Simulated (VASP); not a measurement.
# CdS (Greenockite) (P6_3mc) in VASP: notebook

One crystal, CdS (Greenockite), is run at these levels: BLYP, PBE; tasks: relaxation of cell and atoms, single point.

Program: VASP 6.6.1. These are calculated values, not measurements. Logs are shortened: lines on timing, memory, paths and dates and some standing lists are left out, and cuts for length are marked.

**The experiment to reproduce.**

“Isotope dependence of band-gap energy”, 2008, arxiv:0807.2152 quotes, for a bulk crystal of CdS: band gap 2.5809 ± 0.0002 eV.

The runs below are set against these values where they give the same quantity.

### 1 Starting point

Symmetry: P6_3mc, No. 186, hexagonal system. The conventional cell has a = 4.150 Å, b = 4.150 Å, c = 6.737 Å, α = 90.00°, β = 90.00°, γ = 120.00°. Cd (site symmetry 3m) has 4 S at 2.53 to 2.54 Å as nearest neighbours. S (site symmetry 3m) is surrounded by 4 Cd at 2.53 to 2.54 Å.

### 2 Relaxation of cell and atoms, BLYP

INCAR reads:

```
PREC     = Accurate       # precision mode
ENCUT    = 600            # plane-wave cutoff, eV
EDIFF    = 1E-6           # SCF threshold, eV
ISMEAR   = -1             # smearing method
SIGMA    = 0.05           # smearing width, eV
LREAL    = False          # projectors in reciprocal space
LASPH    = True           # aspherical terms in the spheres
NELM     = 60             # most SCF steps
ALGO     = Fast           # electronic algorithm
ISIF     = 3              # what is computed and relaxed
LWAVE    = False          # write WAVECAR
LCHARG   = False          # write CHGCAR
GGA      = B5             # functional
ALDAX    = 1.0          
AGGAX    = 1.0          
AGGAC    = 1.0          
ALDAC    = 0.0          
IBRION   = 2              # ionic algorithm
NSW      = 40             # ionic steps
EDIFFG   = -0.005         # ionic threshold
```

KPOINTS reads:

```
Automatic mesh
0
Gamma
  7 7 4
```

POSCAR reads:

```
CdS
1.0
    4.1500000000      0.0000000000      0.0000000000
   -2.0750000000      3.5940054257      0.0000000000
    0.0000000000      0.0000000000      6.7370000000
Cd S
2 2
Direct
    0.6666666667      0.3333333333      0.5000000000
    0.3333333333      0.6666666667      0.0000000000
    0.6666666667      0.3333333333      0.8750000000
    0.3333333333      0.6666666667      0.3750000000
```

Potentials or basis: VASP PAW PBE potentials, release 64 (Cd, S).

On the command line:

```console
$ cat potpaw_PBE.64/Cd/POTCAR potpaw_PBE.64/S/POTCAR > POTCAR
$ mpirun -np 1 vasp_std > vasp.out
```

OUTCAR:

```text
PREC = Accurate
   ENCUT = 600
   EDIFF = 1E-6
   ISMEAR = -1
   LREAL = False
   LASPH = True
   NELM = 60
   ISIF = 3
   GGA = B5
   IBRION = 2
   NSW = 40
   EDIFFG = -0.005

 ion  position               nearest neighbor table
   1  0.667  0.333  0.500-   3 2.53   4 2.54   4 2.54   4 2.54
   2  0.333  0.667  0.000-   4 2.53   3 2.54   3 2.54   3 2.54
   3  0.667  0.333  0.875-   1 2.53   2 2.54   2 2.54   2 2.54
   4  0.333  0.667  0.375-   2 2.53   1 2.54   1 2.54   1 2.54

  LATTYP: Found a hexagonal cell.
 ALAT       =     4.1500000000
 C/A-ratio  =     1.6233734940

  Lattice vectors:

 A1 = (   4.1500000000,   0.0000000000,   0.0000000000)
 A2 = (  -2.0750000000,   3.5940054257,   0.0000000000)
 A3 = (   0.0000000000,   0.0000000000,   6.7370000000)

Analysis of symmetry for initial positions (statically):
=====================================================================
 Subroutine PRICEL returns:
 Original cell was already a primitive cell.

 Routine SETGRP: Setting up the symmetry group for a
 hexagonal supercell.

 Subroutine GETGRP returns: Found 12 space group operations
 (whereof  6 operations were pure point group operations)
 out of a pool of 24 trial point group operations.

The static configuration has the point symmetry C_3v.
 The point group associated with its full space group is C_6v.

Analysis of symmetry for dynamics (positions and initial velocities):
=====================================================================
 Subroutine PRICEL returns:
 Original cell was already a primitive cell.

 Routine SETGRP: Setting up the symmetry group for a
 hexagonal supercell.

 Subroutine GETGRP returns: Found 12 space group operations
 (whereof  6 operations were pure point group operations)
 out of a pool of 24 trial point group operations.

The dynamic configuration has the point symmetry C_3v.
 The point group associated with its full space group is C_6v.

 Subroutine INISYM returns: Found 12 space group operations
 (whereof  6 operations are pure point group operations),
 and found     1 'primitive' translations

----------------------------------------------------------------------------------------

                                     Primitive cell

  volume of cell :     100.4832

  direct lattice vectors                    reciprocal lattice vectors
     4.150000000  0.000000000  0.000000000     0.240963855  0.139120547  0.000000000
    -2.075000000  3.594005426  0.000000000     0.000000000  0.278241094  0.000000000
     0.000000000  0.000000000  6.737000000     0.000000000  0.000000000  0.148434021

  length of vectors
     4.150000000  4.150000000  6.737000000     0.278241094  0.278241094  0.148434021

  position of ions in fractional coordinates (direct lattice)
     0.666666667  0.333333333  0.500000000
     0.333333333  0.666666667  0.000000000
     0.666666667  0.333333333  0.875000000
     0.333333333  0.666666667  0.375000000

  ion indices of the primitive-cell ions
   primitive index   ion index
                 1           1
                 2           2
                 3           3
                 4           4

----------------------------------------------------------------------------------------

 KPOINTS: Automatic mesh

Automatic generation of k-mesh.
 Grid dimensions read from file:
 generate k-points for:    7    7    4

 Generating k-lattice:

  Cartesian coordinates                     Fractional coordinates (reciprocal lattice)
     0.034423408  0.019874364  0.000000000     0.142857143  0.000000000  0.000000000
     0.000000000  0.039748728  0.000000000     0.000000000  0.142857143  0.000000000
     0.000000000  0.000000000  0.037108505     0.000000000  0.000000000  0.250000000

  Length of vectors
     0.039748728  0.039748728  0.037108505

  Shift w.r.t. Gamma in fractional coordinates (k-lattice)
     0.000000000  0.000000000  0.000000000

 Subroutine IBZKPT returns following result:
 ===========================================

 Found     24 irreducible k-points:

 Following reciprocal coordinates:
            Coordinates               Weight
  0.000000  0.000000  0.000000      1.000000
  0.142857 -0.000000  0.000000      6.000000
  0.285714 -0.000000  0.000000      6.000000
  0.428571 -0.000000  0.000000      6.000000
  0.142857  0.142857  0.000000      6.000000
  0.285714  0.142857  0.000000     12.000000
[... 16 lines left out ...]
  0.428571  0.142857  0.500000      6.000000
  0.285714  0.285714  0.500000      6.000000
   k-points           NKPTS =     24   k-points in BZ     NKDIM =     24   number of bands    NBANDS=     22
   number of dos      NEDOS =    301   number of ions     NIONS =      4
   total plane-waves  NPLWV =  69984
   dimension x,y,z NGX =    36 NGY =   36 NGZ =   54
   dimension x,y,z NGXF=    72 NGYF=   72 NGZF=  108
   ions per type =               2   2
   NGX,Y,Z   is equivalent  to a cutoff of  14.42, 14.42, 13.33 a.u.
[... 26 lines left out ...]
   ISMEAR =    -1;   SIGMA  =   0.05  broadening in eV -4-tet -1-fermi 0-gaus
   EFERMI_NEDOS =   21; number of points for ismear=-14 and -15
   IALGO  =     68    algorithm
   IMIX   =      4    mixing-type and parameters
     AMIX     =   0.40;   BMIX     =  1.00
     AMIX_MAG =   1.60;   BMIX_MAG =  1.00
  volume/ion in A,a.u.               =      25.12       169.52
  Fermi-wavevector in a.u.,A,eV,Ry     =   1.162727  2.197236 18.394190  1.351935
  Thomas-Fermi vector in A             =   2.299285
   LORBIT       =      0    0 simple, 1 ext, 2 COOP (PROOUT), +10 PAW based schemes
   GGA     = B5    functional components
   LHFCALC =     F    Hartree Fock is set to
   AEXX    =    0.0000 exact exchange contribution
   IVDW    =     0    specifies the selected vdW correction
   LEPSILON=     F    determine dielectric tensor
   LRPA    =     F    only Hartree local field effects (RPA)
 conjugate gradient relaxation of ions
 non-spin polarized calculation
 RMM-DIIS sequential band-by-band and
  energy-cutoff  :      600.00
  volume of cell :      100.48
 maximum number of plane-waves:      3376
 NGX is ok and might be reduce to    36
   NGX = 17   NGY = 17   NGZ = 27

--------------------------------------- Ionic step        1  -------------------------------------------

 number of electron      36.0000008 magnetization

 Free energy of the ion-electron system (eV)
  ---------------------------------------------------
  ext. energy  EPLUGINS =         0.00000000
  ---------------------------------------------------
  free energy    TOTEN  =       -10.26522413 eV

  energy without entropy =      -10.26522392  energy(sigma->0) =      -10.26522402

------------------------ aborting loop because EDIFF is reached ----------------------------------------

  FORCE on cell =-STRESS in cart. coord.  units (eV):
  Direction    XX          YY          ZZ          XY          YZ          ZX
  --------------------------------------------------------------------------------------
  -------------------------------------------------------------------------------------
  Total        3.3725480      3.3725480      3.8942025     -0.0000000      0.0000000      0.0000000
  in kB       53.7743726     53.7743726     62.0920131     -0.0000000      0.0000000      0.0000000
  external PRESSURE =      56.5469194 kB  Pullay stress =       0.0000000 kB

 VOLUME and BASIS-vectors are now :
 -----------------------------------------------------------------------------
  energy-cutoff  :      600.00
  volume of cell :      100.48
      direct lattice vectors                 reciprocal lattice vectors
     4.150000000  0.000000000  0.000000000     0.240963855  0.139120547  0.000000000
    -2.075000000  3.594005426  0.000000000     0.000000000  0.278241094  0.000000000
     0.000000000  0.000000000  6.737000000     0.000000000  0.000000000  0.148434021
[... 229 lines left out ...]
 POSITION                                       TOTAL-FORCE (eV/Angst)
 -----------------------------------------------------------------------------------
      2.13934      1.23515      3.48805         0.000000      0.000000     -0.000284
     -0.00000      2.47030      6.97917         0.000000     -0.000000     -0.000284
      2.13934      1.23515      6.11251        -0.000000     -0.000000      0.000284
     -0.00000      2.47030      2.62140        -0.000000     -0.000000      0.000284
 -----------------------------------------------------------------------------------
    total drift:                               -0.000000      0.000000     -0.000893

  FREE ENERGIE OF THE ION-ELECTRON SYSTEM (eV)
  ---------------------------------------------------
  free  energy   TOTEN  =       -10.4314348407 eV

  energy  without entropy=      -10.4314322818  energy(sigma->0) =      -10.43143356

--------------------------------------- Ionic step        8  -------------------------------------------

 number of electron      35.9999991 magnetization

 Free energy of the ion-electron system (eV)
  ---------------------------------------------------
  ext. energy  EPLUGINS =         0.00000000
  ---------------------------------------------------
  free energy    TOTEN  =       -10.43143865 eV

  energy without entropy =      -10.43143607  energy(sigma->0) =      -10.43143736

 E-fermi :   1.2985     XC(G=0):  -8.1980

 val. band max:        0.8111002709   @ k =   0.0000   0.0000   0.0000
 cond. band min:       1.7154467044   @ k =   0.0000   0.0000   0.0000
 fundamental gap:      0.9043464335
 Fermi energy:         1.2984559676

 k-point     1 :       0.0000    0.0000    0.0000
  band No.  band energies     occupation
      1     -10.9518      2.00000
      2     -10.6236      2.00000
      3      -6.6310      2.00000
      4      -6.6240      2.00000
      5      -6.6240      2.00000
      6      -6.5622      2.00000
[... 14 lines left out ...]
     21       7.2719      0.00000
     22       7.2719      0.00000
[... 595 lines left out ...]
 POSITION                                       TOTAL-FORCE (eV/Angst)
 -----------------------------------------------------------------------------------
      2.13964      1.23532      3.48835         0.000000      0.000000     -0.000984
     -0.00000      2.47065      6.97969         0.000000     -0.000000     -0.000984
      2.13964      1.23532      6.11286        -0.000000      0.000000      0.000984
     -0.00000      2.47065      2.62151        -0.000000     -0.000000      0.000984
 -----------------------------------------------------------------------------------
    total drift:                               -0.000000      0.000000     -0.000723

  FREE ENERGIE OF THE ION-ELECTRON SYSTEM (eV)
  ---------------------------------------------------
  free  energy   TOTEN  =       -10.4314386471 eV

  energy  without entropy=      -10.4314360655  energy(sigma->0) =      -10.43143736

 reached required accuracy - stopping structural energy minimisation
```

It took 6.1 min on 1 thread of AMD EPYC 9R45 (Zen 5), shared host; peak memory 0.26 GiB.

Results:

* Free energy: -10.4314 eV
* Relaxed volume: 27.68 Å³/atom
* Relaxed cell: a = 4.279 Å, b = 4.279 Å, c = 6.983 Å, α = 90.00°, β = 90.00°, γ = 120.00°
* Space group after relaxing (to 0.05 Å): P6_3mc (No. 186)
* Energy gained by relaxing: 41.6 meV/atom
* Ionic steps: 8
* Pressure after relaxing: 0.0 GPa
* Band gap on the k mesh: 0.90 eV, direct

Step by step:
```tsv
step	energy change (eV)	largest force (eV/Å)	pressure (GPa)	volume (Å³)
1	0.0000	0.0679	5.65	100.48
2	-0.1537	0.0026	-1.19	113.93
3	-0.1662	0.0058	0.01	110.72
4	-0.1662	0.0051	-0.06	110.93
5	-0.1662	0.0018	-0.04	110.78
6	-0.1662	0.0023	0.04	110.59
7	-0.1662	0.0003	0.03	110.70
8	-0.1662	0.0010	-0.01	110.74
```

Final structure:
```
Cd S
1.0
     4.27929    0.00000    0.00000
    -2.13964    3.70597    0.00000
     0.00000    0.00000    6.98270
Cd S
2 2
Cartesian
  2.1396 1.2353 3.4883
  0.0000 2.4706 6.9797
  2.1396 1.2353 6.1129
  0.0000 2.4706 2.6215
```

Caveat: the PAW data sets were made with another functional, which shifts forces and pressure a little; the volume moved by +10 % from the deposited cell, more than functionals usually miss. Zero-point motion and thermal expansion aren't in these numbers.

### 3 Single point, PBE

INCAR reads:

```
SYSTEM = CdS
  PREC = Accurate
  ENCUT = 520
  EDIFF = 1E-7
  ISMEAR = 0
  SIGMA = 0.015
  LREAL = .FALSE.
  LASPH = .TRUE.
  NELM = 100
  ALGO = Normal
  ISIF = 2
  LWAVE = .FALSE.
  LCHARG = .FALSE.
  GGA = PE
```

KPOINTS reads:

```
regular mesh
0
G
  7 7 4
  0 0 0
```

POSCAR is that of step 2.

Potentials or basis: VASP PAW PBE potentials, release 64 (Cd, S).

On the command line:

```console
$ cat potpaw_PBE.64/Cd/POTCAR potpaw_PBE.64/S/POTCAR > POTCAR
$ mpirun -np 1 vasp_std > vasp.out
```

It took 92 s on 1 thread of AMD EPYC 7R43 (Zen 3), shared host; peak memory 0.19 GiB.

Results (log left out):

```yaml
Free_energy: -12.2671 eV
Pressure: 2.4 GPa
Largest_force: 0.069 eV/Å
Band_gap_on_the_k_mesh: 1.20 eV, direct
```

Forces on the atoms (eV/Å):
```
Cd   0.000  0.000 -0.069
Cd   0.000  0.000 -0.069
S    0.000  0.000  0.069
S    0.000  0.000  0.069
```

Stress tensor (GPa, compression positive):
```
2.20 0.00 0.00
0.00 2.20 0.00
0.00 0.00 2.86
```

Levels at points of the mesh, in eV from the valence-band top:
```csv
k point,band 14,band 15,band 16,band 17,band 18,band 19,band 20,band 21,band 22
"(0.00, 0.00, 0.00)",-0.76,-0.76,-0.04,0.00,0.00,1.20,2.79,6.47,6.47
"(0.00, 0.00, 0.50)",-2.45,-0.39,-0.39,-0.39,-0.39,2.85,2.85,6.20,6.20
```

### 4 Single point, PBE

INCAR reads:

```
SYSTEM = CdS
  PREC = Accurate
  ENCUT = 500
  EDIFF = 1E-6
  ISMEAR = 0
  SIGMA = 0.02
  LREAL = .FALSE.
  LASPH = .TRUE.
  NELM = 60
  ALGO = Fast
  ISIF = 2
  LWAVE = .FALSE.
  LCHARG = .TRUE.
  GGA = PE
  LELF = .TRUE.
  LVHAR = .TRUE.
```

KPOINTS reads:

```
Automatic mesh
0
G
  4 4 2
  0 0 0
```

POSCAR is that of step 3.

Potentials or basis: VASP PAW PBE potentials, release 64 (Cd_GW, S_GW).

On the command line:

```console
$ cat potpaw_PBE.64/Cd_GW/POTCAR potpaw_PBE.64/S_GW/POTCAR > POTCAR
$ mpirun -np 1 vasp_std > vasp.out
```

Wall time 22 s (1 thread of Intel Xeon 6975P-C (Granite Rapids), shared host); peak memory 0.21 GiB.

Results (log left out):

```
Free energy            : -12.3144 eV
Pressure               : 2.1 GPa
Largest force          : 0.054 eV/Å
Band gap on the k mesh : 1.19 eV, direct
```

Forces in eV/Å, atoms in the order of the input:
```
Cd   0.000  0.000 -0.054
Cd   0.000  0.000 -0.054
S    0.000  0.000  0.054
S    0.000  0.000  0.054
```

Stress tensor (GPa, compression positive):
```
1.95 0.00 0.00
0.00 1.95 0.00
0.00 0.00 2.36
```

Levels at points of the mesh, in eV from the valence-band top:
```tsv
k point	band 14	band 15	band 16	band 17	band 18	band 19	band 20	band 21	band 22
(0.00, 0.00, 0.00)	-0.76	-0.76	-0.04	0.00	0.00	1.19	2.78	6.46	6.49
(0.50, 0.00, 0.00)	-3.47	-2.62	-1.85	-1.28	-0.73	3.70	3.88	5.11	6.37
(0.00, 0.00, 0.50)	-2.45	-0.39	-0.39	-0.39	-0.39	2.83	2.83	6.17	6.18
(0.50, 0.00, 0.50)	-4.08	-1.32	-1.32	-1.31	-1.31	3.47	3.47	5.38	5.38
```

Caveat: the k mesh is coarse (spacing up to 0.47 Å⁻¹), so the values aren't converged.

### 5 Single point, PBE

INCAR reads:

```
  PREC = Accurate
  ENCUT = 520
  EDIFF = 1E-6
  ISMEAR = 0
  SIGMA = 0.018000000000000002
  LREAL = False
  LASPH = True
  NELM = 80
  ALGO = Normal
  ISIF = 2
  LWAVE = False
  LCHARG = False
  GGA = PE
```

KPOINTS reads:

```
Automatic mesh
0
Gamma
  7 7 4
```

POSCAR is that of step 4.

Potentials or basis: VASP PAW PBE potentials, release 64 (Cd, S).

On the command line:

```console
$ cat potpaw_PBE.64/Cd/POTCAR potpaw_PBE.64/S/POTCAR > POTCAR
$ mpirun -np 1 vasp_std > vasp.out
```

It took 19 s on 1 thread of Intel Xeon 6975P-C (Granite Rapids), shared host; peak memory 0.23 GiB.

The run converged. Its results:

- Free energy: -12.2671 eV
- Pressure: 2.4 GPa
- Largest force: 0.069 eV/Å
- Band gap on the k mesh: 1.20 eV, direct

Forces on the atoms (eV/Å):
```
Cd   0.000  0.000 -0.069
Cd   0.000  0.000 -0.069
S    0.000  0.000  0.069
S    0.000  0.000  0.069
```

Stress tensor (GPa, compression positive):
```
2.20 0.00 0.00
0.00 2.20 0.00
0.00 0.00 2.85
```

Levels at points of the mesh, in eV from the valence-band top:
```csv
k point,band 15,band 16,band 17,band 18,band 19,band 20,band 21,band 22
"(0.00, 0.00, 0.00)",-0.76,-0.04,0.00,0.00,1.20,2.79,6.47,6.47
"(0.00, 0.00, 0.50)",-0.39,-0.39,-0.39,-0.39,2.84,2.84,6.20,6.20
```

### 6 The reference run

An earlier run on the cell as given: functional PBEsol; potentials or basis VASP PAW PBE potentials, release 64 (Cd, S); cutoff 520 eV; k mesh 7 × 7 × 4; occupations fermi-dirac, width 0.05 eV; no spin polarisation.

- Pressure: -0.6 GPa
- Largest force: 0.067 eV/Å
- Band gap on the k mesh: 1.06 eV, direct

### 7 The runs side by side

| task | level | potentials or basis | cell | k mesh | cutoff (eV) | smearing | ladder | mesh quality | gap on the mesh (eV) | pressure (GPa) | largest force (eV/Å) |
| --- | --- | --- | --- | --- | --- | --- | --- | --- | --- | --- | --- |
| relaxation of cell and atoms | BLYP | VASP PAW PBE potentials, release 64 (Cd, S) | relaxed | 7 × 7 × 4 | 600 | fermi-dirac 0.05 eV | - | not flagged | 0.90 | 0.0 | - |
| single point | PBE | VASP PAW PBE potentials, release 64 (Cd, S) | as given | 7 × 7 × 4 | 520 | gaussian 0.015 eV | - | not flagged | 1.20 | 2.4 | 0.07 |
| single point | PBE | VASP PAW PBE potentials, release 64 (Cd_GW, S_GW) | as given | 4 × 4 × 2 | 500 | gaussian 0.02 eV | - | coarse | 1.19 | 2.1 | 0.05 |
| single point | PBE | VASP PAW PBE potentials, release 64 (Cd, S) | as given | 7 × 7 × 4 | 520 | gaussian 0.018 eV | - | not flagged | 1.20 | 2.4 | 0.07 |
| single point | PBEsol | VASP PAW PBE potentials, release 64 (Cd, S) | as given | 7 × 7 × 4 | 520 | fermi-dirac 0.05 eV | free | not flagged | 1.06 | -0.6 | 0.07 |

Alike in all rows: no spin polarisation.

Caveats: some runs use coarse meshes; the PAW data sets were made with another functional, which shifts forces and pressure a little (some runs); the volume moved by +10 % from the deposited cell, more than functionals usually miss (some runs).

Absolute energies hang on the potentials; compare differences alone.

### 8 Against experiment

Step 3. A measured gap of CdS is 2.5809 eV (quoted in “Isotope dependence of band-gap energy”, 2008, arxiv:0807.2152); the calculated 1.20 eV misses it by -1.38 eV. So large a miss can be the level of theory's own, or it may mean another phase, state or a wrong row. Spin-orbit coupling on Cd is left out. The value is that of PBE, without temperature or zero-point motion. Semilocal functionals fall short of measured gaps as a rule.

Step 5. A measured gap of CdS is 2.5809 eV (quoted in “Isotope dependence of band-gap energy”, 2008, arxiv:0807.2152); the calculated 1.20 eV misses it by -1.38 eV. So large a miss can be the level of theory's own, or it may mean another phase, state or a wrong row. Spin-orbit coupling on Cd is left out. The value is that of PBE, without temperature or zero-point motion. Semilocal functionals fall short of measured gaps as a rule.
